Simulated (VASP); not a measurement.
# Si12C11 (a cell with a defect) in VASP: notebook

Aim: see how the results for Si12C11 (a cell with a defect) move with the level of theory and the settings. Levels: PBEsol, HSE06. Tasks: single point.

All numbers are computed with VASP 6.6.1; they aren't measurements. Logs are shortened: lines on timing, memory, paths and dates and some standing lists are left out, and cuts for length are marked.

## (1) The structure

The cell holds a defect, 23 atoms: a = 9.245 Å, b = 6.163 Å, c = 6.163 Å, α = 60.00°, β = 60.00°, γ = 60.00°.

## (2) Single point, PBEsol, collinear spin, ferromagnetic start

INCAR

```
ALGO = Normal
EDIFF = 1E-5
ENCUT = 450
GGA = PS
ISIF = 2
ISMEAR = 0
ISPIN = 2
ISYM = 0
KPAR = 4
LASPH = T
LCHARG = F
LORBIT = 11
LREAL = Auto
LWAVE = F
MAGMOM = 0.25 0.25 0.25 0 0.25 0 0 0 0 0 0 0 0 0 0 0 0 0 0 0 0 0 0
NELECT = 91.0
NELM = 120
NUPDOWN = 1
PREC = Accurate
SIGMA = 0.03
```

KPOINTS

```
k-points
0
Gamma
  3 4 4
```

POSCAR

```
Si12C11                                 
1.0
    0.0000000000      6.5370000000      6.5370000000
    4.3580000000      0.0000000000      4.3580000000
    4.3580000000      4.3580000000      0.0000000000
  Si              C             
    12    11
Direct
     0.9961082847863916    0.9968848571961597    0.9943669997777312
     0.9974659190233658    0.9955215487887729    0.5144482063876087
     0.9980182852837666    0.5155664667831300    0.9932661882040938
     0.9977907147871841    0.5028617988801265    0.5002390077049795
     0.3358413894099381    0.0014715168028655    0.9974234606753594
     0.3343055618378816    0.9997530260073042    0.4993910061056629
     0.3343294208388694    0.5023757347720558    0.9969058556898749
     0.3342037945520960    0.5022396562290855    0.4986664118994836
     0.6665802390495760    0.0006810153929240    0.9985988380270718
     0.6656614033494731    0.0001488064923502    0.5015230650747605
     0.6656203359106291    0.5042223410168549    0.9974178723648660
     0.6657843298568494    0.5027113287898192    0.5001971758476673
     0.0847204253591903    0.1292243104883420    0.6217282557437041
     0.0847684076516701    0.6241960776617136    0.1266079396017441
     0.0851644209843386    0.6239058529585806    0.6213454763743066
     0.4136524996350406    0.1281537528612292    0.1252852237886746
     0.4135395326648388    0.1285834762934965    0.6252454032430569
     0.4133920856307639    0.6292539086483961    0.1249970384372005
     0.4164428790802157    0.6268014293950430    0.6238725069911150
     0.7472334730908752    0.1287863414797902    0.1262069860695467
     0.7498230794516175    0.1277304567329737    0.6219885077997372
     0.7501566056397302    0.6239655633543986    0.1251855602203326
     0.7492759121257115    0.6271047329746054    0.6244230139714287
```

Potentials or basis: VASP PAW PBE potentials, release 64 (Si, C).

Launch:

```bash
> cat potpaw_PBE.64/Si/POTCAR potpaw_PBE.64/C/POTCAR > POTCAR
> mpirun -np 4 vasp_std > vasp.out
```

OUTCAR:

```text
EDIFF = 1E-5
   ENCUT = 450
   GGA = PS
   ISIF = 2
   ISMEAR = 0
   ISPIN = 2
   ISYM = 0
   LASPH = T
   LORBIT = 11
   LREAL = Auto
   NELECT = 91.0
   NELM = 120
   NUPDOWN = 1
   PREC = Accurate

 ion  position               nearest neighbor table
   1  0.996  0.997  0.994-  13 1.88  14 1.88  20 1.88   2 2.96   3 2.96   9 3.02   4 3.08   4 3.08
                             7 3.09   6 3.09  10 3.09  11 3.09
   2  0.997  0.996  0.514-  21 1.87  15 1.87  13 1.87   3 2.95   1 2.96   9 3.02   8 3.08   4 3.08
                             6 3.08   4 3.09  10 3.09  12 3.10
   3  0.998  0.516  0.993-  22 1.87  15 1.87  14 1.87   2 2.95   1 2.96   9 3.03   8 3.08   4 3.08
                             7 3.08   4 3.09  11 3.10  12 3.10   5 3.15
   4  0.998  0.503  0.500-  23 1.88  15 1.88  14 1.88  13 1.88  11 3.07  10 3.07  12 3.07   2 3.08
                             3 3.08   1 3.08   1 3.08   3 3.09   2 3.09   8 3.10   6 3.11   7 3.11
   5  0.336  0.001  0.997-  16 1.87  17 1.87  18 1.87  10 3.05  11 3.06   9 3.06   7 3.08   8 3.08
                             6 3.08   6 3.08   8 3.08   7 3.08   3 3.15
   6  0.334  1.000  0.499-  19 1.88  17 1.88  16 1.88  13 1.88  12 3.06   7 3.07   8 3.07  10 3.07
                             9 3.08   5 3.08   2 3.08   5 3.08   1 3.09   8 3.09   7 3.10   4 3.11
   7  0.334  0.502  0.997-  19 1.88  18 1.88  16 1.88  14 1.88  12 3.06   6 3.07  11 3.07   8 3.07
                             5 3.08   3 3.08   9 3.08   5 3.08   1 3.09   8 3.09   6 3.10   4 3.11
   8  0.334  0.502  0.499-  19 1.88  15 1.88  17 1.88  18 1.88   6 3.07  12 3.07   7 3.07  11 3.08
                             2 3.08   3 3.08  10 3.08   5 3.08   5 3.08   7 3.09   6 3.09   4 3.10
   9  0.667  0.001  0.999-  21 1.90  22 1.90  20 1.90  16 1.91   1 3.02   2 3.02   3 3.03   5 3.06
                            11 3.07  10 3.07   6 3.08  12 3.08   7 3.08  12 3.08  10 3.09  11 3.10
  10  0.666  0.000  0.502-  23 1.88  21 1.88  20 1.89  17 1.90   5 3.05  11 3.06   4 3.07  12 3.07
                             9 3.07   6 3.07   8 3.08   1 3.09   2 3.09   9 3.09  12 3.09  11 3.11
  11  0.666  0.504  0.997-  23 1.88  22 1.88  20 1.89  18 1.90  10 3.06   5 3.06   4 3.07   9 3.07
                            12 3.07   7 3.07   8 3.08   1 3.09  12 3.09   9 3.10   3 3.10  10 3.11
  12  0.666  0.503  0.500-  23 1.88  19 1.88  21 1.89  22 1.89   7 3.06   6 3.06  11 3.07  10 3.07
                             4 3.07   8 3.07   9 3.08   9 3.08  10 3.09  11 3.09   2 3.10   3 3.10
  13  0.085  0.129  0.622-   2 1.87   1 1.88   4 1.88   6 1.88
  14  0.085  0.624  0.127-   3 1.87   1 1.88   4 1.88   7 1.88
  15  0.085  0.624  0.621-   2 1.87   3 1.87   4 1.88   8 1.88
  16  0.414  0.128  0.125-   5 1.87   6 1.88   7 1.88   9 1.91
  17  0.414  0.129  0.625-   5 1.87   6 1.88   8 1.88  10 1.90
  18  0.413  0.629  0.125-   5 1.87   7 1.88   8 1.88  11 1.90
  19  0.416  0.627  0.624-   6 1.88   7 1.88   8 1.88  12 1.88
  20  0.747  0.129  0.126-   1 1.88  10 1.89  11 1.89   9 1.90
  21  0.750  0.128  0.622-   2 1.87  10 1.88  12 1.89   9 1.90
  22  0.750  0.624  0.125-   3 1.87  11 1.88  12 1.89   9 1.90
  23  0.749  0.627  0.624-   4 1.88  11 1.88  10 1.88  12 1.88

IMPORTANT INFORMATION: All symmetrisations will be switched off!
NOSYMM: (Re-)initialisation of all symmetry stuff for point group C_1.

----------------------------------------------------------------------------------------

                                     Primitive cell

  volume of cell :     248.3036

  direct lattice vectors                    reciprocal lattice vectors
     0.000000000  6.537000000  6.537000000    -0.076487685  0.076487685  0.076487685
     4.358000000  0.000000000  4.358000000     0.114731528 -0.114731528  0.114731528
     4.358000000  4.358000000  0.000000000     0.114731528  0.114731528 -0.114731528

  length of vectors
     9.244714057  6.163142705  6.163142705     0.132480557  0.198720836  0.198720836

  position of ions in fractional coordinates (direct lattice)
     0.996108285  0.996884857  0.994367000
     0.997465919  0.995521549  0.514448206
     0.998018285  0.515566467  0.993266188
     0.997790715  0.502861799  0.500239008
     0.335841389  0.001471517  0.997423461
     0.334305562  0.999753026  0.499391006
[... 15 lines left out ...]
     0.750156606  0.623965563  0.125185560
     0.749275912  0.627104733  0.624423014

  ion indices of the primitive-cell ions
   primitive index   ion index
                 1           1
                 2           2
                 3           3
                 4           4
                 5           5
                 6           6
[... 15 lines left out ...]
                22          22
                23          23

----------------------------------------------------------------------------------------

 KPOINTS: k-points

Automatic generation of k-mesh.
 Grid dimensions read from file:
 generate k-points for:    3    4    4

 Generating k-lattice:

  Cartesian coordinates                     Fractional coordinates (reciprocal lattice)
    -0.025495895  0.025495895  0.025495895     0.333333333  0.000000000  0.000000000
     0.028682882 -0.028682882  0.028682882     0.000000000  0.250000000  0.000000000
     0.028682882  0.028682882 -0.028682882     0.000000000  0.000000000  0.250000000
[... 65 lines left out ...]
   dimension x,y,z NGXF=   128 NGYF=   96 NGZF=   96
   ions per type =              12  11
   NGX,Y,Z   is equivalent  to a cutoff of  11.51, 12.95, 12.95 a.u.
   NGXF,Y,Z  is equivalent  to a cutoff of  23.02, 25.90, 25.90 a.u.
 SYSTEM =  unknown system
   PREC   = accura    normal or accurate (medium, high low for compatibility)
   ISTART =      0    job   : 0-new  1-cont  2-samecut
   ICHARG =      2    charge: 1-file 2-atom 10-const
   ISPIN  =      2    spin polarized calculation?
   LNONCOLLINEAR =      F non collinear calculations
   LSORBIT =      F    spin-orbit coupling
   LASPH  =      T    aspherical Exc in radial PAW
   ENCUT  =  450.0 eV  33.07 Ry    5.75 a.u.  15.99 10.66 10.66*2*pi/ulx,y,z
   NELM   =    120;   NELMIN=  2; NELMDL= -5     # of ELM steps
   EDIFF  = 0.1E-04   stopping-criterion for ELM
   LREAL  =      T    real-space projection
   EDIFFG = 0.1E-03   stopping-criterion for IOM
   NSW    =      0    number of steps for IOM
   IBRION =     -1    ionic relax: 0-MD 1-quasi-New 2-CG
   NFREE  =      0    steps in history (QN), initial steepest desc. (CG)
   ISIF   =      2    stress and relaxation
   ISYM   =      0    0-nonsym 1-usesym 2-fastsym
   POTIM  = 0.5000    time-step for ionic-motion
   TEBEG  =    0.0;   TEEND  =   0.0 temperature during run
   PSTRESS=    0.0 pullay stress
   NELECT =      91.0000    total number of electrons
   NUPDOWN=       1.0000    fix difference up-down
   EMIN   =  10.00;   EMAX   =-10.00  energy-range for DOS
   EFERMI =   0.00;   METHOD = LEGACY
   ISMEAR =     0;   SIGMA  =   0.03  broadening in eV -4-tet -1-fermi 0-gaus
   EFERMI_NEDOS =   21; number of points for ismear=-14 and -15
   IALGO  =     38    algorithm
   IMIX   =      4    mixing-type and parameters
     AMIX     =   0.40;   BMIX     =  1.00
     AMIX_MAG =   1.60;   BMIX_MAG =  1.00
  volume/ion in A,a.u.               =      10.80        72.85
  Fermi-wavevector in a.u.,A,eV,Ry     =   1.171550  2.213909 18.674410  1.372530
  Thomas-Fermi vector in A             =   2.307992
   LORBIT       =     11    0 simple, 1 ext, 2 COOP (PROOUT), +10 PAW based schemes
   GGA     = PS    functional components
   LHFCALC =     F    Hartree Fock is set to
   AEXX    =    0.0000 exact exchange contribution
   IVDW    =     0    specifies the selected vdW correction
   LEPSILON=     F    determine dielectric tensor
   LRPA    =     F    only Hartree local field effects (RPA)
 spin polarized calculation
 Gauss-broadening in eV      SIGMA  =   0.03
  energy-cutoff  :      450.00
  volume of cell :      248.30
 maximum number of plane-waves:      5443
   NGX = 31   NGY = 21   NGZ = 21

 number of electron      90.9999999 magnetization       1.0000000

 Free energy of the ion-electron system (eV)
  ---------------------------------------------------
  ext. energy  EPLUGINS =         0.00000000
  ---------------------------------------------------
  free energy    TOTEN  =      -186.65355374 eV

  energy without entropy =     -186.65249247  energy(sigma->0) =     -186.65302311

 E-fermi :   7.7484     XC(G=0): -11.3190

 val. band max:        9.5060711093   @ k =   0.0000   0.2500   0.2500
 cond. band min:       8.5416414096   @ k =   0.3333   0.5000   0.0000
 fundamental gap:     -0.9644296997
 Fermi energy:         9.5159205887

 spin component 1

 k-point     1 :       0.0000    0.0000    0.0000
  band No.  band energies     occupation
      1      -7.4996      1.00000
      2      -5.5170      1.00000
      3      -5.4439      1.00000
      4      -4.1169      1.00000
      5      -4.0839      1.00000
      6      -3.8541      1.00000
[... 1429 lines left out ...]
     56      13.1132      0.00000
     57      13.2243      0.00000

 [... further k-points ...]

 spin component 2

 k-point     1 :       0.0000    0.0000    0.0000
  band No.  band energies     occupation
      1      -7.4580      1.00000
      2      -5.4830      1.00000
      3      -5.4005      1.00000
      4      -4.0825      1.00000
      5      -4.0433      1.00000
      6      -3.8251      1.00000
[... 1429 lines left out ...]
     56      13.2047      0.00000
     57      13.3277      0.00000

 [... further k-points ...]

 [bands above 57 left out]

------------------------ aborting loop because EDIFF is reached ----------------------------------------

  FORCE on cell =-STRESS in cart. coord.  units (eV):
  Direction    XX          YY          ZZ          XY          YZ          ZX
  --------------------------------------------------------------------------------------
  -------------------------------------------------------------------------------------
  Total      -12.5470493    -12.2073520    -12.0977304      1.2195649     -0.7057015      1.0691623
  in kB      -80.9597682    -78.7678731    -78.0605399      7.8692357     -4.5535350      6.8987640
  external PRESSURE =     -79.2627271 kB  Pullay stress =       0.0000000 kB

 VOLUME and BASIS-vectors are now :
 -----------------------------------------------------------------------------
  energy-cutoff  :      450.00
  volume of cell :      248.30
      direct lattice vectors                 reciprocal lattice vectors
     0.000000000  6.537000000  6.537000000    -0.076487685  0.076487685  0.076487685
     4.358000000  0.000000000  4.358000000     0.114731528 -0.114731528  0.114731528
     4.358000000  4.358000000  0.000000000     0.114731528  0.114731528 -0.114731528

 POSITION                                       TOTAL-FORCE (eV/Angst)
 -----------------------------------------------------------------------------------
      8.67788     10.84501     10.85598         0.021912     -0.115311     -0.118017
      6.58045      8.76240     10.85892         0.104219     -0.043979     -0.093030
      6.57549     10.85270      8.77088         0.114950     -0.101786     -0.038046
      4.37151      8.70260      8.71403         0.015674     -0.046434     -0.044240
      4.35318      6.54217      2.20181        -0.078815      0.030251      0.020361
      6.53327      4.36170      6.54228        -0.007802      0.009501      0.064902
[... 15 lines left out ...]
      3.26480      5.44933      7.62302        -0.006732      0.006227      0.038984
      5.45416      7.61925      7.63094        -0.019662      0.011171      0.012277
 -----------------------------------------------------------------------------------
    total drift:                                0.002091      0.002096     -0.003313

  FREE ENERGIE OF THE ION-ELECTRON SYSTEM (eV)
  ---------------------------------------------------
  free  energy   TOTEN  =      -186.6535537425 eV

  energy  without entropy=     -186.6524924701  energy(sigma->0) =     -186.65302311

 total charge

# of ion       s       p       d       tot
------------------------------------------
    1        0.736   0.887   0.000   1.623
    2        0.736   0.891   0.000   1.627
    3        0.736   0.890   0.000   1.626
    4        0.705   0.965   0.000   1.669
    5        0.728   0.894   0.000   1.622
    6        0.705   0.966   0.000   1.671
[... 15 lines left out ...]
   22        0.837   1.679   0.000   2.517
   23        0.834   1.701   0.000   2.535
--------------------------------------------------
tot         17.799  29.727   0.000  47.526

 magnetization (x)

# of ion       s       p       d       tot
------------------------------------------
    1        0.025   0.051   0.000   0.076
    2        0.023   0.047   0.000   0.070
    3        0.023   0.045   0.000   0.068
    4        0.001   0.001   0.000   0.002
    5        0.014   0.041   0.000   0.055
    6        0.001   0.002   0.000   0.002
[... 15 lines left out ...]
   22        0.002   0.004   0.000   0.006
   23        0.000  -0.000   0.000   0.000
--------------------------------------------------
tot          0.131   0.267   0.000   0.398
```

Run time: 3.4 min. Hardware: 4 MPI ranks of AMD EPYC 9R45 (Zen 5), shared host; peak memory 0.67 GiB.

What came out:

* Free energy: -186.6536 eV
* Largest force: 0.166 eV/Å
* Net moment: 1.00 μB per cell
* Site moments: Si +0.08, +0.07, +0.00, +0.06, +0.01; C +0.01, +0.02, -0.00, +0.00 μB
* Valence electrons inside the program's atomic spheres: Si 1.62, 1.63, 1.67, 1.64, 1.66; C 2.52, 2.53, 2.51, 2.54

Forces on the atoms (eV/Å):
```
Si   0.022 -0.115 -0.118
Si   0.104 -0.044 -0.093
Si   0.115 -0.102 -0.038
Si   0.016 -0.046 -0.044
Si  -0.079  0.030  0.020
Si  -0.008  0.010  0.065
Si  -0.014  0.061  0.013
Si  -0.086  0.045  0.038
Si  -0.032 -0.007  0.001
Si   0.032 -0.052 -0.022
Si   0.035 -0.021 -0.047
Si  -0.017 -0.009 -0.006
C    0.005  0.019  0.042
C    0.009  0.039  0.021
C   -0.026  0.003  0.002
C    0.041  0.048  0.055
C   -0.011 -0.001  0.027
C   -0.021  0.044 -0.021
C   -0.001 -0.014 -0.015
C   -0.042  0.054  0.059
C   -0.015  0.041  0.011
C   -0.007  0.006  0.039
C   -0.020  0.011  0.012
```

Caveat: the cell is charged against a uniform background, so pressure and absolute levels hang on convention; the cutoff is under 1.25 times the usual one of these potentials, so pressure, stress and relaxed cells hold a basis-set (Pulay) error; the PAW data sets were made with another functional, which shifts forces and pressure a little; the total moment is fixed, so each spin has its own Fermi level.

## (3) Single point, PBEsol, collinear spin, ferromagnetic start

INCAR

```
ALGO = Normal
EDIFF = 1E-5
ENCUT = 450
GGA = PS
ISIF = 2
ISMEAR = 0
ISPIN = 2
ISYM = 0
KPAR = 4
LASPH = T
LCHARG = F
LORBIT = 11
LREAL = Auto
LWAVE = F
MAGMOM = 0.75 0.75 0.75 0 0.75 0 0 0 0 0 0 0 0 0 0 0 0 0 0 0 0 0 0
NELECT = 91.0
NELM = 120
NUPDOWN = 3
PREC = Accurate
SIGMA = 0.03
```

KPOINTS

```
k-points
0
Gamma
  2 3 3
```

POSCAR is that of step 2.

Potentials or basis: VASP PAW PBE potentials, release 64 (Si, C).

Launch:

```bash
> cat potpaw_PBE.64/Si/POTCAR potpaw_PBE.64/C/POTCAR > POTCAR
> mpirun -np 4 vasp_std > vasp.out
```

Wall time 1.7 min (4 MPI ranks of AMD EPYC 9R45 (Zen 5), shared host); peak memory 0.54 GiB.

The run converged. Its results:

```
Free energy                                           : -184.2437 eV
Largest force                                         : 0.580 eV/Å
Net moment                                            : 3.00 μB per cell
Site moments                                          : Si +0.13, +0.14, +0.01, +0.15, +0.03; C +0.04, +0.05, +0.08, +0.06, +0.07 μB
Valence electrons inside the program's atomic spheres : Si 1.62, 1.63, 1.67, 1.64, 1.66; C 2.52, 2.51, 2.53
```

Forces in eV/Å, atoms in the order of the input:
```
Si   0.283  0.162  0.163
Si  -0.089 -0.506  0.253
Si  -0.075  0.238 -0.500
Si  -0.273  0.111  0.107
Si  -0.062 -0.159 -0.169
Si   0.269 -0.279  0.089
Si   0.258  0.086 -0.277
Si  -0.145 -0.192 -0.204
Si  -0.006 -0.139 -0.132
Si   0.234 -0.259  0.093
Si   0.231  0.098 -0.255
Si  -0.328 -0.027 -0.029
C    0.032  0.076 -0.060
C    0.033 -0.066  0.073
C    0.068  0.019  0.015
C    0.106  0.316  0.322
C   -0.392  0.190  0.370
C   -0.399  0.384  0.174
C   -0.050  0.083  0.084
C   -0.186  0.039  0.044
C    0.249  0.103 -0.278
C    0.263 -0.287  0.103
C   -0.020  0.008  0.011
```

Caveat: the k mesh is coarse (spacing up to 0.42 Å⁻¹), so the values aren't converged; the cell is charged against a uniform background, so pressure and absolute levels hang on convention; the cutoff is under 1.25 times the usual one of these potentials, so pressure, stress and relaxed cells hold a basis-set (Pulay) error; the PAW data sets were made with another functional, which shifts forces and pressure a little; the total moment is fixed, so each spin has its own Fermi level.

(Continued in part 2 of 2.)
